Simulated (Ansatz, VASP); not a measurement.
## One calculation of Li4F, two programs

```
CELL_PARAMETERS angstrom
-1.91343 1.91343 3.61782
1.91343 -1.91343 3.61782
1.91343 1.91343 -3.61782
ATOMIC_POSITIONS crystal
Li 0.24500 0.24500 0.00000
Li 0.75500 0.75500 0.00000
Li 0.50000 0.00000 0.50000
Li 0.00000 0.50000 0.50000
F 0.00000 0.00000 0.00000
```

Change from the starting cell: species swapped into the PbF4 type (I4/mmm, No. 139).

Alike in both runs: task single point; functional PBE; k mesh 6 × 6 × 6; occupations gaussian, width 0.1 eV; no spin polarisation.

|  | VASP | Ansatz |
| --- | --- | --- |
| version | VASP 6.6.1 | Ansatz 0.2.0 |
| potentials or method | VASP PAW PBE potentials, release 64 (Li_sv, F) | scalar-relativistic, plane waves, PAW |
| plane-wave cutoff (eV) | 520 | 420 |
| valence electrons in the cell | 19 | 19 |

```csv
,VASP,Ansatz,Ansatz less VASP
gap on the k mesh at the Fermi level (eV),none,none,-
rms of the force components (eV/Å),0.122,0.130,+0.0078
```

Atom by atom the forces differ by 0.008 eV/Å (rms over components). A gap of «none» marks a metal or a gap that the smearing closes.

Caveats: the k mesh is coarse (spacing up to 0.39 Å⁻¹), so the values aren't converged; an odd number of electrons without spin polarisation forces a metal; a magnetic or distorted state may lie lower.
